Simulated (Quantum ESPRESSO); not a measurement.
# CdS (Hawleyite) (F-43m) in Quantum ESPRESSO: notebook, part 3 of 3

Quantum ESPRESSO 7.5.

## Step 4: Phonons, PBE, target pressure 25 GPa, at which the enthalpy is minimised

Input file pw.in:

```
&CONTROL
  calculation = 'scf'
  prefix = 'pwscf'
  outdir = './tmp'
  pseudo_dir = './pseudo'
  tprnfor = .true.
  tstress = .true.
  disk_io = 'low'
/
&SYSTEM
  ibrav = 0
  nat = 2
  ntyp = 2
  ecutwfc = 45
  ecutrho = 360
  nbnd = 15
  occupations = 'smearing'
  smearing = 'fd'
  degauss = 0.00367493
/
&ELECTRONS
  conv_thr = 4d-10
  electron_maxstep = 120
  mixing_beta = 0.5
/
ATOMIC_SPECIES
Cd   112.4140 cd_pbe_v1.uspp.F.UPF
S     32.0600 s_pbe_v1.4.uspp.F.UPF
CELL_PARAMETERS angstrom
   0.0000000000    2.9165000000    2.9165000000
   2.9165000000    0.0000000000    2.9165000000
   2.9165000000    2.9165000000    0.0000000000
ATOMIC_POSITIONS crystal
Cd     0.0000000000    0.0000000000    0.0000000000
S      0.7500000000    0.7500000000    0.7500000000
K_POINTS automatic
4 4 4 1 1 1
```

Input file relax.in:

```
&CONTROL
  calculation = 'vc-relax'
  prefix = 'pwscf'
  outdir = './tmp'
  pseudo_dir = './pseudo'
  tprnfor = .true.
  tstress = .true.
  disk_io = 'low'
  nstep = 40
  forc_conv_thr = 0.0001
  etot_conv_thr = 1d-06
/
&SYSTEM
  ibrav = 0
  nat = 2
  ntyp = 2
  ecutwfc = 45
  ecutrho = 360
  nbnd = 15
  occupations = 'smearing'
  smearing = 'fd'
  degauss = 0.00367493
/
&ELECTRONS
  conv_thr = 4d-10
  electron_maxstep = 120
  mixing_beta = 0.5
/
&IONS
  ion_dynamics = 'bfgs'
/
&CELL
  cell_dynamics = 'bfgs'
  press = 250
  press_conv_thr = 0.2
/
ATOMIC_SPECIES
Cd   112.4140 cd_pbe_v1.uspp.F.UPF
S     32.0600 s_pbe_v1.4.uspp.F.UPF
CELL_PARAMETERS angstrom
   0.0000000000    2.9165000000    2.9165000000
   2.9165000000    0.0000000000    2.9165000000
   2.9165000000    2.9165000000    0.0000000000
ATOMIC_POSITIONS crystal
Cd     0.0000000000    0.0000000000    0.0000000000
S      0.7500000000    0.7500000000    0.7500000000
K_POINTS automatic
4 4 4 1 1 1
```

Input file scf2.in:

```
&CONTROL
  calculation = 'scf'
  prefix = 'pwscf'
  outdir = './tmp'
  pseudo_dir = './pseudo'
  tprnfor = .true.
  tstress = .true.
  disk_io = 'low'
/
&SYSTEM
  ibrav = 0
  nat = 2
  ntyp = 2
  ecutwfc = 45
  ecutrho = 360
  nbnd = 15
  occupations = 'fixed'
/
&ELECTRONS
  conv_thr = 1d-13
  electron_maxstep = 120
  mixing_beta = 0.5
  startingpot = 'file'
  startingwfc = 'file'
/
ATOMIC_SPECIES
Cd   112.4140 cd_pbe_v1.uspp.F.UPF
S     32.0600 s_pbe_v1.4.uspp.F.UPF
CELL_PARAMETERS angstrom
   0.0000000000    2.7188212212    2.7188212212
   2.7188212212    0.0000000000    2.7188212212
   2.7188212212    2.7188212212    0.0000000000
ATOMIC_POSITIONS crystal
Cd     0.0000000000    0.0000000000    0.0000000000
S      0.7500000000    0.7500000000    0.7500000000
K_POINTS automatic
4 4 4 1 1 1
```

Input file ph.in:

```
phonons of CdS
&INPUTPH
  prefix = 'pwscf'
  outdir = './tmp'
  tr2_ph = 1d-18
  fildyn = 'dyn'
  niter_ph = 90
  alpha_mix(1) = 0.7
  epsil = .true.
/
0.0000000000 0.0000000000 0.0000000000
```

Input file dynmat.in:

```
&INPUT
  fildyn = 'dyn'
  asr = 'crystal'
  lperm = .true.
  filout = 'dynmat.disp'
  fileig = 'dynmat.eig'
/
```

Input file dynmat_lo.in:

```
&INPUT
  fildyn = 'dyn'
  asr = 'crystal'
  filout = 'dynmat_lo.disp'
  fileig = 'dynmat_lo.eig'
  q(1) = 0
  q(2) = 0
  q(3) = 1
/
```

Potentials or basis: GBRV 1.5 PBE.

On the command line:

```console
OMP_NUM_THREADS=1 pw.x -in pw.in > pw.out
OMP_NUM_THREADS=1 pw.x -in relax.in > relax.out
OMP_NUM_THREADS=1 pw.x -in scf2.in > scf2.out
OMP_NUM_THREADS=1 ph.x -in ph.in > ph.out
OMP_NUM_THREADS=1 dynmat.x -in dynmat.in > dynmat.out
OMP_NUM_THREADS=1 dynmat.x -in dynmat_lo.in > dynmat_lo.out
```

pw.out:

```text
This program is part of the open-source Quantum ESPRESSO suite
     for quantum simulation of materials; please cite
[... 9 lines left out ...]
     --------------------
     sticks:   dense  smooth     PW     G-vecs:    dense   smooth      PW
     Sum        1507     745    235                38709    13635    2277

     Using Slab Decomposition

     bravais-lattice index     =            0
     lattice parameter (alat)  =       7.7943  a.u.
     unit-cell volume          =     334.8209 (a.u.)^3
     number of atoms/cell      =            2
     number of atomic types    =            2
     number of electrons       =        18.00
     number of Kohn-Sham states=           15
     kinetic-energy cutoff     =      45.0000  Ry
     charge density cutoff     =     360.0000  Ry
     scf convergence threshold =      4.0E-10
     mixing beta               =       0.5000
     number of iterations used =            8  plain     mixing
[... 206 lines left out ...]
     3.8803   9.5230  10.2842  14.2270  15.3632  15.9592  18.0702

          k = 0.2652 0.2652 0.2652 (  1700 PWs)   bands (ev):
[... 6 lines left out ...]
    -6.2587  -1.9201  -1.8672  -1.6362  -1.5862  -1.1066   1.6110   3.3509
     4.4790   9.9994  11.4545  13.2840  13.6710  16.1116  16.8852

     the Fermi energy is     6.5773 ev

!    total energy              =    -138.91506620 Ry
     estimated scf accuracy    <          1.7E-10 Ry
     smearing contrib. (-TS)   =      -0.00000000 Ry
     internal energy E=F+TS    =    -138.91506620 Ry

     The total energy is F=E-TS. E is the sum of the following terms:
     one-electron contribution =     -38.36089209 Ry
     hartree contribution      =      32.67196801 Ry
     xc contribution           =     -47.87974182 Ry
     ewald contribution        =     -85.34640031 Ry

     convergence has been achieved in   9 iterations

     negative rho (up, down):  2.035E-02 0.000E+00

     Forces acting on atoms (cartesian axes, Ry/au):

     atom    1 type  1   force =     0.00000000    0.00000000    0.00000000
     atom    2 type  2   force =    -0.00000000   -0.00000000   -0.00000000

     Total force =     0.000000     Total SCF correction =     0.000000

     Computing stress (Cartesian axis) and pressure

     negative rho (up, down):  2.035E-02 0.000E+00
          total   stress  (Ry/bohr**3)                   (kbar)     P=       31.72
   0.00021564   0.00000000   0.00000000           31.72        0.00        0.00
   0.00000000   0.00021564   0.00000000            0.00       31.72        0.00
   0.00000000   0.00000000   0.00021564            0.00        0.00       31.72

=------------------------------------------------------------------------------=
   JOB DONE.
=------------------------------------------------------------------------------=
```

scf2.out:

```text
This program is part of the open-source Quantum ESPRESSO suite
     for quantum simulation of materials; please cite
[... 9 lines left out ...]
     --------------------
     sticks:   dense  smooth     PW     G-vecs:    dense   smooth      PW
     Sum        1285     649    199                30923    11017    1917
[... 185 lines left out ...]
   0.00174390  -0.00000000   0.00000000          256.54       -0.00        0.00
  -0.00000000   0.00174390  -0.00000000           -0.00      256.54       -0.00
  -0.00000000  -0.00000000   0.00174390           -0.00       -0.00      256.54

=------------------------------------------------------------------------------=
   JOB DONE.
=------------------------------------------------------------------------------=
```

Wall time 2.9 min (1 thread of Arm Neoverse V2, shared host); peak memory 0.17 GiB.

Results:

```yaml
Free_energy: -1889.3009 eV
Relaxed_volume: 20.10 Å³/atom
Relaxed_cell: a = 3.845 Å, b = 3.845 Å, c = 3.845 Å, α = 60.00°, β = 60.00°, γ = 60.00°
Space_group_after_relaxing_to_0.05_Å: F-43m (No. 216)
Pressure_after_relaxing: 25.7 GPa
Electronic_dielectric_tensor_diagonal: 6.19
Born_charges_mean_of_the_diagonal: Cd +1.92; S -1.93 e
Highest_phonon_frequency_at_Γ_LO-TO_splitting_left_out: 337 cm⁻¹
Static_dielectric_tensor_diagonal: 7.79
```

The path:
```csv
step,energy change (eV),largest force (eV/Å),pressure (GPa),volume (Å³)
1,0.0000,0.0000,3.17,49.62
2,0.2485,0.0000,12.69,44.30
3,0.9377,0.0000,30.22,38.92
4,0.6902,0.0000,24.31,40.38
5,0.7171,0.0000,24.97,40.20
6,0.7184,0.0000,25.00,40.19
```

Final structure:
```xyz
2
Lattice="0.0000 2.7188 2.7188 2.7188 0.0000 2.7188 2.7188 2.7188 0.0000" Properties=species:S:1:pos:R:3 pbc="T T T"
Cd    0.0000    0.0000    0.0000
S     4.0782    4.0782    4.0782
```

Levels at points of the mesh, in eV from the valence-band top:
```tsv
k point	band 5	band 6	band 7	band 8	band 9	band 10	band 11	band 12	band 13	band 14
(0.12, 0.12, 0.12)	-7.80	-7.80	-1.00	0.00	0.00	2.53	6.31	6.74	6.74	11.15
```

Phonon frequencies in cm⁻¹ (negative: imaginary):
```csv
q point,frequencies
"(0.000, 0.000, 0.000)",-2 -2 -2 337 337 337
```

Electronic dielectric tensor:
```
6.19 0.00 0.00
0.00 6.19 0.00
0.00 0.00 6.19
```

Born effective charge tensors (e):
atom 1, Cd
```
1.92 0.00 0.00
0.00 1.92 0.00
0.00 0.00 1.92
```
atom 2, S
```
-1.93  0.00  0.00
 0.00 -1.93  0.00
 0.00  0.00 -1.93
```

Optical modes at Γ, degenerate ones joined, polar ones without the macroscopic field:
| cm⁻¹ | components | symmetry | active in | IR intensity, summed ((D/Å)²/amu) |
| --- | --- | --- | --- | --- |
| 337 | 3 | T2 | IR and Raman | 10.26 |

Zone-centre frequencies without and with the macroscopic field along z (cm⁻¹):
```
                optical modes in rising order
       without                    337 337 337
with the field                    337 337 378
```

Static dielectric tensor, electrons and zone-centre modes:
```
7.79 0.00 0.00
0.00 7.79 0.00
0.00 0.00 7.79
```

Caveat: the volume moved by over 15 % at a fixed basis, so the end points are rough; the cell is more than 3 GPa from zero pressure, which shifts response properties.

## Step 5: Phonons, PBE, target pressure 50 GPa, at which the enthalpy is minimised

pw.in is that of step 4.

relax.in, as its differences from that of step 4:

```diff
@@ -33,3 +33,3 @@
   cell_dynamics = 'bfgs'
-  press = 250
+  press = 500
   press_conv_thr = 0.2
```

scf2.in, as its differences from that of step 4:

```diff
@@ -29,5 +29,5 @@
 CELL_PARAMETERS angstrom
-   0.0000000000    2.7188212212    2.7188212212
-   2.7188212212    0.0000000000    2.7188212212
-   2.7188212212    2.7188212212    0.0000000000
+   0.0000000000    2.6053839217    2.6053839217
+   2.6053839217    0.0000000000    2.6053839217
+   2.6053839217    2.6053839217    0.0000000000
 ATOMIC_POSITIONS crystal
```

ph.in is that of step 4.

dynmat.in is that of step 4.

dynmat_lo.in is that of step 4.

Potentials or basis: GBRV 1.5 PBE.

On the command line:

```console
OMP_NUM_THREADS=1 pw.x -in pw.in > pw.out
OMP_NUM_THREADS=1 pw.x -in relax.in > relax.out
OMP_NUM_THREADS=1 pw.x -in scf2.in > scf2.out
OMP_NUM_THREADS=1 ph.x -in ph.in > ph.out
OMP_NUM_THREADS=1 dynmat.x -in dynmat.in > dynmat.out
OMP_NUM_THREADS=1 dynmat.x -in dynmat_lo.in > dynmat_lo.out
```

pw.out:

```text
This program is part of the open-source Quantum ESPRESSO suite
     for quantum simulation of materials; please cite
[... 9 lines left out ...]
     --------------------
     sticks:   dense  smooth     PW     G-vecs:    dense   smooth      PW
     Sum        1507     745    235                38709    13635    2277

     Using Slab Decomposition

     bravais-lattice index     =            0
     lattice parameter (alat)  =       7.7943  a.u.
     unit-cell volume          =     334.8209 (a.u.)^3
     number of atoms/cell      =            2
     number of atomic types    =            2
     number of electrons       =        18.00
     number of Kohn-Sham states=           15
     kinetic-energy cutoff     =      45.0000  Ry
     charge density cutoff     =     360.0000  Ry
     scf convergence threshold =      4.0E-10
     mixing beta               =       0.5000
     number of iterations used =            8  plain     mixing
[... 206 lines left out ...]
     3.8803   9.5230  10.2842  14.2270  15.3632  15.9592  18.0702

          k = 0.2652 0.2652 0.2652 (  1700 PWs)   bands (ev):
[... 6 lines left out ...]
    -6.2587  -1.9201  -1.8672  -1.6362  -1.5862  -1.1066   1.6110   3.3509
     4.4790   9.9994  11.4545  13.2840  13.6710  16.1116  16.8852

     the Fermi energy is     6.5773 ev

!    total energy              =    -138.91506620 Ry
     estimated scf accuracy    <          1.7E-10 Ry
     smearing contrib. (-TS)   =      -0.00000000 Ry
     internal energy E=F+TS    =    -138.91506620 Ry

     The total energy is F=E-TS. E is the sum of the following terms:
     one-electron contribution =     -38.36089209 Ry
     hartree contribution      =      32.67196801 Ry
     xc contribution           =     -47.87974182 Ry
     ewald contribution        =     -85.34640031 Ry

     convergence has been achieved in   9 iterations

     negative rho (up, down):  2.035E-02 0.000E+00

     Forces acting on atoms (cartesian axes, Ry/au):

     atom    1 type  1   force =     0.00000000    0.00000000    0.00000000
     atom    2 type  2   force =    -0.00000000   -0.00000000   -0.00000000

     Total force =     0.000000     Total SCF correction =     0.000000

     Computing stress (Cartesian axis) and pressure

     negative rho (up, down):  2.035E-02 0.000E+00
          total   stress  (Ry/bohr**3)                   (kbar)     P=       31.72
   0.00021564   0.00000000   0.00000000           31.72        0.00        0.00
   0.00000000   0.00021564   0.00000000            0.00       31.72        0.00
   0.00000000   0.00000000   0.00021564            0.00        0.00       31.72

=------------------------------------------------------------------------------=
   JOB DONE.
=------------------------------------------------------------------------------=
```

relax.out:

```text
This program is part of the open-source Quantum ESPRESSO suite
     for quantum simulation of materials; please cite
[... 9 lines left out ...]
     --------------------
     sticks:   dense  smooth     PW     G-vecs:    dense   smooth      PW
     Sum        1507     745    235                38709    13635    2277
[... 1510 lines left out ...]
   0.00346920  -0.00000000  -0.00000000          510.34       -0.00       -0.00
  -0.00000000   0.00346920   0.00000000           -0.00      510.34        0.00
  -0.00000000   0.00000000   0.00346920           -0.00        0.00      510.34

=------------------------------------------------------------------------------=
   JOB DONE.
=------------------------------------------------------------------------------=
```

scf2.out:

```text
This program is part of the open-source Quantum ESPRESSO suite
     for quantum simulation of materials; please cite
[... 9 lines left out ...]
     --------------------
     sticks:   dense  smooth     PW     G-vecs:    dense   smooth      PW
     Sum        1201     595    187                27581     9721    1687
[... 194 lines left out ...]
   0.00346922   0.00000000   0.00000000          510.34        0.00        0.00
   0.00000000   0.00346922  -0.00000000            0.00      510.34       -0.00
   0.00000000  -0.00000000   0.00346922            0.00       -0.00      510.34

=------------------------------------------------------------------------------=
   JOB DONE.
=------------------------------------------------------------------------------=
```

It took 3.1 min on 1 thread of Arm Neoverse V2, shared host; peak memory 0.17 GiB.

What came out:

```
Free energy                                             : -1888.1827 eV
Relaxed volume                                          : 17.69 Å³/atom
Relaxed cell                                            : a = 3.685 Å, b = 3.685 Å, c = 3.685 Å, α = 60.00°, β = 60.00°, γ = 60.00°
Space group after relaxing (to 0.05 Å)                  : F-43m (No. 216)
Pressure after relaxing                                 : 51.0 GPa
Electronic dielectric tensor (diagonal)                 : 6.42
Born charges (mean of the diagonal)                     : Cd +1.74; S -1.75 e
Highest phonon frequency at Γ, LO-TO splitting left out : 406 cm⁻¹
Static dielectric tensor (diagonal)                     : 7.45
```

Step by step:
```
step  energy change (eV)  largest force (eV/Å)  pressure (GPa)  volume (Å³)
   1              0.0000                0.0000            3.17        49.62
   2              0.9822                0.0000           31.26        38.69
   3              2.3709                0.0000           62.42        33.76
   4              1.7487                0.0000           48.64        35.57
   5              1.8059                0.0000           49.92        35.38
   6              1.8096                0.0000           50.00        35.37
```

Final structure:
```
CELL_PARAMETERS angstrom
0.00000 2.60538 2.60538
2.60538 0.00000 2.60538
2.60538 2.60538 0.00000
ATOMIC_POSITIONS crystal
Cd 0.00000 0.00000 0.00000
S 0.75000 0.75000 0.75000
```

Levels at points of the mesh, in eV from the valence-band top:
| k point | band 6 | band 7 | band 8 | band 9 | band 10 | band 11 | band 12 | band 13 |
| --- | --- | --- | --- | --- | --- | --- | --- | --- |
| (0.12, 0.12, 0.12) | -8.49 | -1.08 | 0.00 | 0.00 | 2.73 | 6.16 | 6.57 | 6.57 |

Phonon frequencies in cm⁻¹ (negative: imaginary):
```
              q point           frequencies
(0.000, 0.000, 0.000)  -1 -1 -1 406 406 406
```

Electronic dielectric tensor:
```
6.42 0.00 0.00
0.00 6.42 0.00
0.00 0.00 6.42
```

Born effective charge tensors (e):
atom 1, Cd
```
1.74 0.00 0.00
0.00 1.74 0.00
0.00 0.00 1.74
```
atom 2, S
```
-1.75  0.00  0.00
 0.00 -1.75  0.00
 0.00  0.00 -1.75
```

Optical modes at Γ, degenerate ones joined, polar ones without the macroscopic field:
```
cm⁻¹  components  symmetry     active in  IR intensity, summed ((D/Å)²/amu)
 406           3        T2  IR and Raman                               8.44
```

Zone-centre frequencies without and with the macroscopic field along z (cm⁻¹):
```tsv
	optical modes in rising order
without	406 406 406
with the field	406 406 437
```

Static dielectric tensor, electrons and zone-centre modes:
```
7.45 0.00 0.00
0.00 7.45 0.00
0.00 0.00 7.45
```

Caveat: the volume moved by over 15 % at a fixed basis, so the end points are rough; the cell is more than 3 GPa from zero pressure, which shifts response properties.

## Step 6: Summary

| cell | pressure (GPa) |
| --- | --- |
| relaxed | 0.0 |
| relaxed to 10 GPa | 10.2 |
| relaxed to 25 GPa | 25.7 |
| relaxed to 50 GPa | 51.0 |

Alike in all rows: task phonons; level PBE; potentials or basis GBRV 1.5 PBE; no spin polarisation; k mesh 4 × 4 × 4, shifted; cutoff (eV) 612; smearing fermi-dirac 0.05 eV.

Caveats: the cell is more than 3 GPa from zero pressure, which shifts response properties (some runs); the volume moved by over 15 % at a fixed basis, so the end points are rough (some runs).

Total energies depend on the potentials used, so only differences within one code and one set of settings carry meaning.
